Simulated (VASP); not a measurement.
W, 1 atom in the cell. Symmetry: Fm-3m, No. 225, cubic system. Conventional cell: a = 4.060 Å, b = 4.060 Å, c = 4.060 Å, α = 90.00°, β = 90.00°, γ = 90.00°. W (site symmetry m-3m) is surrounded by 12 W at 2.87 Å. This isn't the form of W at room conditions, which is bcc.

```yaml
Program: VASP 6.6.1
Task: relaxation of cell and atoms
Functional: PBE
Potentials_or_basis: VASP PAW PBE potentials, release 64 (W_sv)
Cutoff: 520 eV
k_mesh: 18 × 18 × 18
Occupations: gaussian, width 0.1 eV
Spin: no spin polarisation
Further_INCAR_settings: ALGO = Normal; EDIFF = 1e-06; IBRION = 2; EDIFFG = -0.01; NSW = 90; ISIF = 3
```

Potentials or basis: VASP PAW PBE potentials, release 64 (W_sv).

Command:

```console
$ cat potpaw_PBE.64/W_sv/POTCAR > POTCAR
$ mpirun -np 1 vasp_std > vasp.out
```

Hardware: 1 thread of Intel(R) Xeon(R) Platinum 8375C CPU @ 2.90GHz (Ice Lake), on a shared host.

Q: How long does it take, and how much memory?

A: Run time: 37 s on 1 thread of Intel(R) Xeon(R) Platinum 8375C CPU @ 2.90GHz (Ice Lake), on a shared host, peak memory 0.17 GiB. Counts: scf iterations 28, k points 195, ion steps 4.
